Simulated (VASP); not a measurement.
System: KBr (rock salt type, first atom moved by 0.06 Å along [111]), 2 atoms in the cell.

```
CELL_PARAMETERS angstrom
0.00000 3.35000 3.35000
3.35000 0.00000 3.35000
3.35000 3.35000 0.00000
ATOMIC_POSITIONS crystal
K 0.00517 0.00517 0.00517
Br 0.50000 0.50000 0.50000
```

Code and potentials: VASP, K_sv/Br, 337 eV. Settings: k-mesh 4×4×4 Γ-centred; Fermi–Dirac smearing of 0.05 eV; no spin polarisation. For HSE06: HFSCREEN = 0.208; HFRCUT = 0; PRECFOCK = Normal.

Plain PBE gives:

| Quantity | Value |
| --- | --- |
| Pressure | 0.00 GPa |
| Gap on the mesh | 4.32 eV |

| atom | Fx (eV/Å) | Fy (eV/Å) | Fz (eV/Å) |
| --- | --- | --- | --- |
| K1 | -0.035 | -0.035 | -0.035 |
| Br2 | 0.035 | 0.035 | 0.035 |

Task: What changes under HSE06?

Result: The pressure falls by 0.25 GPa to -0.25 GPa; the gap goes up by 1.155 eV to 5.472 eV; the forces move by 0 meV/Å (rms):

```tsv
atom	Fx (eV/Å)	Fy (eV/Å)	Fz (eV/Å)
K1	-0.034	-0.034	-0.034
Br2	0.034	0.034	0.034
```

VASP prints the stress at a fixed plane-wave basis, so it holds the Pulay stress of this cutoff.

Spin–orbit coupling is left out; with heavy elements it can shift the gap and split levels by tenths of an eV. Potentials made with PBE were used with another functional (at least in: VASP, K_sv/Br, 337 eV (HSE06)). Semilocal functionals give gaps that mostly lie well below measured ones.
